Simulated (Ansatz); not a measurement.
# Sn: further runs on the relaxed cell

The task here is to estimate one member of a computed series from the others.

Program: Ansatz 0.2.0. Level of theory: DFT PBEsol, scalar-relativistic, plane waves, PAW. These are calculated values, not measurements.

1 further run of the same task is left out (set aside as unsound or not needed).

## The structure to begin with

The structure is cubic, space group Fd-3m (No. 227). The conventional cell has a = 6.540 Å, b = 6.540 Å, c = 6.540 Å, α = 90.00°, β = 90.00°, γ = 90.00°. Sn (site symmetry -43m) has 4 Sn at 2.83 Å as nearest neighbours.

Coordinates:

```cif
data_structure
_symmetry_space_group_name_H-M 'Fd-3m:1'
_symmetry_Int_Tables_number 227
_cell_length_a 6.5403
_cell_length_b 6.5403
_cell_length_c 6.5403
_cell_angle_alpha 90.000
_cell_angle_beta 90.000
_cell_angle_gamma 90.000
_cell_volume 279.77
loop_
_atom_site_label
_atom_site_type_symbol
_atom_site_symmetry_multiplicity
_atom_site_Wyckoff_symbol
_atom_site_fract_x
_atom_site_fract_y
_atom_site_fract_z
_atom_site_occupancy
Sn1 Sn 8 b 0.00000 0.00000 0.50000 1
```

This cell was relaxed beforehand with the same method: volume 34.97 Å³/atom, gap on the mesh none (metal).

Set-up of the first run:

File input.yaml:

```yaml
crystal:
  lattice:
    - [0.0, 3.2701710872, 3.2701710872]
    - [3.2701710872, 0.0, 3.2701710872]
    - [3.2701710872, 3.2701710872, 0.0]
  atoms:
    - { symbol: Sn, position: [0.0, 0.0, 0.0] }
    - { symbol: Sn, position: [0.25, 0.25, 0.25] }
basis:
  ecutwfc: 420
kpoints:
  mp_grid: { grid: [12, 12, 12] }
  band_path:
    path:
      - [[0.0, 0.0, 0.0], [0.5, 0.0, 0.5], [0.625, 0.25, 0.625]]
      - [[0.375, 0.375, 0.75], [0.0, 0.0, 0.0], [0.5, 0.5, 0.5], [0.5, 0.25, 0.75], [0.5, 0.0, 0.5]]
    npoints: 14
hamiltonian:
  xc: pbesol
scf:
  occupations: { method: gaussian, width: 0.1 }
  n_extra_bands: 6
output:
  forces: true
  stress: true
  eigenvalues: true
  populations: true
  dos: { projected: true, de: 0.02, nscf_kmesh: { grid: [18, 18, 18] } }
  bader: true
```

Command:

```
ansatz run input.yaml --threads 1 --pin off --max-ram 2560MiB --backend cpu --events-out ev --progress --plain --runs-dir out
```

Among the steps run: Electronic structure at the relaxed geometry; Volume × 0.97; Point at V/V0 = 1.03; Volume × 0.94; The cell scaled to 1.06 of its volume.

One table of the session follows, with a row left open; its other results are not shown here.

It belongs to the step «Equation of state». 

```
volume (Å³/atom)  energy above the lowest point (meV/atom)  pressure (GPa)
          32.873                                      18.3            2.98
          33.922                                       4.3            1.36
          34.971                                       0.0            0.00
          36.020                                         ?               ?
          37.070                                      14.5           -2.10
```

Q: Estimate the row for volume (Å³/atom) = 36.020 from the others.

Worked estimate for «energy above the lowest point (meV/atom)». A straight line through the neighbours (34.971, 0.0) and (37.070, 14.5) gives 0.0 + (14.5 − 0.0) × (36.020 − 34.971) / (37.070 − 34.971) = 7.2; a parabola fitted to 3 rows on both sides gives 3.4.

**Answer.** energy above the lowest point (meV/atom): 3.8; pressure (GPa): -1.14. In «energy above the lowest point (meV/atom)» the line misses by +3.4 and the parabola by -0.4.
